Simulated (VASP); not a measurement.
# Cu (Fm-3m) in VASP: relaxation of cell and atoms with PBE

Aim: the relaxation of cell and atoms of Cu with PBE.

All numbers are computed with VASP 6.6.1; they aren't measurements. Logs are shortened: lines on timing, memory, paths and dates and some standing lists are left out, and cuts for length are marked.

**1. Starting point**

Symmetry: Fm-3m, No. 225, cubic system. Conventional cell: a = 3.630 Å, b = 3.630 Å, c = 3.630 Å, α = 90.00°, β = 90.00°, γ = 90.00°. Around Cu (site symmetry m-3m) lie 12 Cu at 2.57 Å.

The cell was built by a generator and needn't be a form met in nature.

**2. Relaxation of cell and atoms, PBE**

File INCAR:

```
PREC = Accurate
ENCUT = 600
EDIFF = 1E-6
ISMEAR = 1
SIGMA = 0.2
LREAL = False
LASPH = True
NELM = 60
ALGO = Normal
ISIF = 3
LWAVE = False
LCHARG = False
GGA = PE
IBRION = 2
NSW = 40
EDIFFG = -0.005
KPAR = 8
```

File KPOINTS:

```
Automatic mesh
0
Gamma
  24 24 24
```

File POSCAR:

```
Cu
1.0
    0.0000000000      1.8150000000      1.8150000000
    1.8150000000      0.0000000000      1.8150000000
    1.8150000000      1.8150000000      0.0000000000
Cu
1
Direct
    0.0000000000      0.0000000000      0.0000000000
```

Potentials or basis: VASP PAW PBE potentials, release 64 (Cu).

The run is started by

```
> cat potpaw_PBE.64/Cu/POTCAR > POTCAR
> mpirun -np 8 vasp_std > vasp.out
```

OUTCAR:

```text
PREC = Accurate
   ENCUT = 600
   EDIFF = 1E-6
   ISMEAR = 1
   LREAL = False
   LASPH = True
   NELM = 60
   ISIF = 3
   GGA = PE
   IBRION = 2
   NSW = 40
   EDIFFG = -0.005

 ion  position               nearest neighbor table
   1  0.000  0.000  0.000-

  LATTYP: Found a face centered cubic cell.
 ALAT       =     3.6300000000

  Lattice vectors:

 A1 = (   0.0000000000,   1.8150000000,   1.8150000000)
 A2 = (   1.8150000000,   0.0000000000,   1.8150000000)
 A3 = (   1.8150000000,   1.8150000000,   0.0000000000)

Analysis of symmetry for initial positions (statically):
=====================================================================
 Subroutine PRICEL returns:
 Original cell was already a primitive cell.

 Routine SETGRP: Setting up the symmetry group for a
 face centered cubic supercell.

 Subroutine GETGRP returns: Found 48 space group operations
 (whereof 48 operations were pure point group operations)
 out of a pool of 48 trial point group operations.

The static configuration has the point symmetry O_h .

Analysis of symmetry for dynamics (positions and initial velocities):
=====================================================================
 Subroutine PRICEL returns:
 Original cell was already a primitive cell.

 Routine SETGRP: Setting up the symmetry group for a
 face centered cubic supercell.

 Subroutine GETGRP returns: Found 48 space group operations
 (whereof 48 operations were pure point group operations)
 out of a pool of 48 trial point group operations.

The dynamic configuration has the point symmetry O_h .

 Subroutine INISYM returns: Found 48 space group operations
 (whereof 48 operations are pure point group operations),
 and found     1 'primitive' translations

----------------------------------------------------------------------------------------

                                     Primitive cell

  volume of cell :      11.9580

  direct lattice vectors                    reciprocal lattice vectors
     0.000000000  1.815000000  1.815000000    -0.275482094  0.275482094  0.275482094
     1.815000000  0.000000000  1.815000000     0.275482094 -0.275482094  0.275482094
     1.815000000  1.815000000  0.000000000     0.275482094  0.275482094 -0.275482094

  length of vectors
     2.566797616  2.566797616  2.566797616     0.477148983  0.477148983  0.477148983

  position of ions in fractional coordinates (direct lattice)
     0.000000000  0.000000000  0.000000000

  ion indices of the primitive-cell ions
   primitive index   ion index
                 1           1

----------------------------------------------------------------------------------------

 KPOINTS: Automatic mesh

Automatic generation of k-mesh.
 Grid dimensions read from file:
 generate k-points for:   24   24   24

 Generating k-lattice:

  Cartesian coordinates                     Fractional coordinates (reciprocal lattice)
    -0.011478421  0.011478421  0.011478421     0.041666667  0.000000000  0.000000000
     0.011478421 -0.011478421  0.011478421     0.000000000  0.041666667  0.000000000
     0.011478421  0.011478421 -0.011478421     0.000000000  0.000000000  0.041666667

  Length of vectors
     0.019881208  0.019881208  0.019881208

  Shift w.r.t. Gamma in fractional coordinates (k-lattice)
     0.000000000  0.000000000  0.000000000

 Subroutine IBZKPT returns following result:
 ===========================================

 Found    413 irreducible k-points:

 Following reciprocal coordinates:
            Coordinates               Weight
  0.000000  0.000000  0.000000      1.000000
  0.041667  0.000000  0.000000      8.000000
  0.083333  0.000000  0.000000      8.000000
  0.125000  0.000000  0.000000      8.000000
  0.166667  0.000000  0.000000      8.000000
  0.208333  0.000000  0.000000      8.000000
[... 16 lines left out ...]
  0.416667  0.041667  0.000000     24.000000
  0.458333  0.041667  0.000000     24.000000
 [... further k-points ...]
   k-points           NKPTS =    413   k-points in BZ     NKDIM =    413   number of bands    NBANDS=      9
   number of dos      NEDOS =    301   number of ions     NIONS =      1
   total plane-waves  NPLWV =  13824
   dimension x,y,z NGX =    24 NGY =   24 NGZ =   24
   dimension x,y,z NGXF=    48 NGYF=   48 NGZF=   48
   ions per type =               1
   NGX,Y,Z   is equivalent  to a cutoff of  15.54, 15.54, 15.54 a.u.
   NGXF,Y,Z  is equivalent  to a cutoff of  31.09, 31.09, 31.09 a.u.
 SYSTEM =  unknown system
   PREC   = accura    normal or accurate (medium, high low for compatibility)
   ISTART =      0    job   : 0-new  1-cont  2-samecut
   ICHARG =      2    charge: 1-file 2-atom 10-const
   ISPIN  =      1    spin polarized calculation?
   LNONCOLLINEAR =      F non collinear calculations
   LSORBIT =      F    spin-orbit coupling
   LASPH  =      T    aspherical Exc in radial PAW
   ENCUT  =  600.0 eV  44.10 Ry    6.64 a.u.   5.13  5.13  5.13*2*pi/ulx,y,z
   NELM   =     60;   NELMIN=  2; NELMDL= -5     # of ELM steps
   EDIFF  = 0.1E-05   stopping-criterion for ELM
   LREAL  =      F    real-space projection
   EDIFFG = -.5E-02   stopping-criterion for IOM
   NSW    =     40    number of steps for IOM
   IBRION =      2    ionic relax: 0-MD 1-quasi-New 2-CG
   NFREE  =      1    steps in history (QN), initial steepest desc. (CG)
   ISIF   =      3    stress and relaxation
   ISYM   =      2    0-nonsym 1-usesym 2-fastsym
   POTIM  = 0.5000    time-step for ionic-motion
   TEBEG  =    0.0;   TEEND  =   0.0 temperature during run
   PSTRESS=    0.0 pullay stress
   NELECT =      11.0000    total number of electrons
   NUPDOWN=      -1.0000    fix difference up-down
   EMIN   =  10.00;   EMAX   =-10.00  energy-range for DOS
   EFERMI =   0.00;   METHOD = LEGACY
   ISMEAR =     1;   SIGMA  =   0.20  broadening in eV -4-tet -1-fermi 0-gaus
   EFERMI_NEDOS =   21; number of points for ismear=-14 and -15
   IALGO  =     38    algorithm
   IMIX   =      4    mixing-type and parameters
     AMIX     =   0.40;   BMIX     =  1.00
     AMIX_MAG =   1.60;   BMIX_MAG =  1.00
  volume/ion in A,a.u.               =      11.96        80.70
  Fermi-wavevector in a.u.,A,eV,Ry     =   1.592157  3.008740 34.490258  2.534962
  Thomas-Fermi vector in A             =   2.690585
   LORBIT       =      0    0 simple, 1 ext, 2 COOP (PROOUT), +10 PAW based schemes
   GGA     = PE    functional components
   LHFCALC =     F    Hartree Fock is set to
   AEXX    =    0.0000 exact exchange contribution
   IVDW    =     0    specifies the selected vdW correction
   LEPSILON=     F    determine dielectric tensor
   LRPA    =     F    only Hartree local field effects (RPA)
 conjugate gradient relaxation of ions
 non-spin polarized calculation
 Methfessel and Paxton  Order N= 1 SIGMA  =   0.20
  energy-cutoff  :      600.00
  volume of cell :       11.96
 maximum number of plane-waves:       415
 NGX is ok and might be reduce to    24
   NGX = 11   NGY = 11   NGZ = 11

--------------------------------------- Ionic step        1  -------------------------------------------

 number of electron      10.9999998 magnetization

 Free energy of the ion-electron system (eV)
  ---------------------------------------------------
  ext. energy  EPLUGINS =         0.00000000
  ---------------------------------------------------
  free energy    TOTEN  =        -3.72880833 eV

  energy without entropy =       -3.72957342  energy(sigma->0) =       -3.72906336

------------------------ aborting loop because EDIFF is reached ----------------------------------------

  FORCE on cell =-STRESS in cart. coord.  units (eV):
  Direction    XX          YY          ZZ          XY          YZ          ZX
  --------------------------------------------------------------------------------------
  -------------------------------------------------------------------------------------
  Total        0.0422666      0.0422666      0.0422666      0.0000000      0.0000000      0.0000000
  in kB        5.6630197      5.6630197      5.6630197      0.0000000      0.0000000      0.0000000
  external PRESSURE =       5.6630197 kB  Pullay stress =       0.0000000 kB

 VOLUME and BASIS-vectors are now :
 -----------------------------------------------------------------------------
  energy-cutoff  :      600.00
  volume of cell :       11.96
      direct lattice vectors                 reciprocal lattice vectors
     0.000000000  1.815000000  1.815000000    -0.275482094  0.275482094  0.275482094
     1.815000000  0.000000000  1.815000000     0.275482094 -0.275482094  0.275482094
     1.815000000  1.815000000  0.000000000     0.275482094  0.275482094 -0.275482094
[... 36 lines left out ...]
 POSITION                                       TOTAL-FORCE (eV/Angst)
 -----------------------------------------------------------------------------------
      0.00000      1.81870      1.81870         0.000000      0.000000     -0.000000
 -----------------------------------------------------------------------------------
    total drift:                               -0.000000     -0.000000      0.000000

  FREE ENERGIE OF THE ION-ELECTRON SYSTEM (eV)
  ---------------------------------------------------
  free  energy   TOTEN  =        -3.7288668224 eV

  energy  without entropy=       -3.7296577669  energy(sigma->0) =       -3.72913047

--------------------------------------- Ionic step        3  -------------------------------------------

 number of electron      10.9999998 magnetization

 Free energy of the ion-electron system (eV)
  ---------------------------------------------------
  ext. energy  EPLUGINS =         0.00000000
  ---------------------------------------------------
  free energy    TOTEN  =        -3.72889090 eV

  energy without entropy =       -3.72967299  energy(sigma->0) =       -3.72915159

 E-fermi :   7.3958     XC(G=0): -12.6312

 val. band max:        7.3928859639   @ k =   0.5000   0.1667   0.0417
 cond. band min:       7.4370639770   @ k =   0.5000   0.2500   0.0833
 fundamental gap:      0.0441780131
 Fermi energy:         7.3957867424

 k-point     1 :       0.0000    0.0000    0.0000
  band No.  band energies     occupation
      1      -1.8426      2.00000
      2       4.4090      2.00000
      3       4.4090      2.00000
      4       4.4090      2.00000
      5       5.2104      2.00000
      6       5.2104      2.00000
      7      29.8477      0.00000
      8      32.3660      0.00000
      9      32.3660      0.00000

 k-point     2 :       0.0417    0.0000    0.0000
  band No.  band energies     occupation
      1      -1.7800      2.00000
      2       4.3957      2.00000
      3       4.4209      2.00000
      4       4.4209      2.00000
      5       5.2055      2.00000
      6       5.2055      2.00000
      7      29.5231      0.00000
      8      31.3847      0.00000
      9      32.1444      0.00000
[... 253 lines left out ...]
 k-point    24 :       0.4583    0.0417    0.0000
  band No.  band energies     occupation
      1       2.3682      2.00000
      2       4.3679      2.00000
      3       4.4132      2.00000
      4       5.3771      2.00000
      5       5.7529      2.00000
      6       6.2851      2.00000
      7      11.8881      0.00000
      8      28.0095      0.00000
      9      28.4029      0.00000

 [... further k-points ...]

------------------------ aborting loop because EDIFF is reached ----------------------------------------

  FORCE on cell =-STRESS in cart. coord.  units (eV):
  Direction    XX          YY          ZZ          XY          YZ          ZX
  --------------------------------------------------------------------------------------
  -------------------------------------------------------------------------------------
  Total        0.0012903      0.0012903      0.0012903      0.0000000      0.0000000      0.0000000
  in kB        0.1722005      0.1722005      0.1722005      0.0000000      0.0000000      0.0000000
  external PRESSURE =       0.1722005 kB  Pullay stress =       0.0000000 kB

 VOLUME and BASIS-vectors are now :
 -----------------------------------------------------------------------------
  energy-cutoff  :      600.00
  volume of cell :       12.00
      direct lattice vectors                 reciprocal lattice vectors
     0.000000000  1.817364860  1.817364860    -0.275123620  0.275123620  0.275123620
     1.817364860 -0.000000000  1.817364860     0.275123620 -0.275123620  0.275123620
     1.817364860  1.817364860  0.000000000     0.275123620  0.275123620 -0.275123620

 POSITION                                       TOTAL-FORCE (eV/Angst)
 -----------------------------------------------------------------------------------
      0.00000      0.00000      0.00000         0.000000      0.000000      0.000000
 -----------------------------------------------------------------------------------
    total drift:                               -0.000000     -0.000000      0.000000

  FREE ENERGIE OF THE ION-ELECTRON SYSTEM (eV)
  ---------------------------------------------------
  free  energy   TOTEN  =        -3.7288908958 eV

  energy  without entropy=       -3.7296729871  energy(sigma->0) =       -3.72915159

 reached required accuracy - stopping structural energy minimisation
```

It took 15 s on 8 MPI ranks of Intel Xeon Platinum 8488C (Sapphire Rapids), shared host; peak memory 0.19 GiB.

What came out:

| Property | Result |
| --- | --- |
| Free energy | -3.7289 eV |
| Relaxed volume | 12.00 Å³/atom |
| Relaxed cell | a = 2.570 Å, b = 2.570 Å, c = 2.570 Å, α = 60.00°, β = 60.00°, γ = 60.00° |
| Space group after relaxing (to 0.05 Å) | Fm-3m (No. 225) |
| Energy gained by relaxing | 0.1 meV/atom |
| Ionic steps | 3 |
| Pressure after relaxing | 0.0 GPa |
| Band gap on the k mesh | none (metal or under the smearing width) |

Final structure:
```yaml
crystal:
  lattice:
    - [0.00000, 1.81736, 1.81736]
    - [1.81736, 0.00000, 1.81736]
    - [1.81736, 1.81736, 0.00000]
  atoms:
    - { symbol: Cu, position: [0.00000, 0.00000, 0.00000] }
```
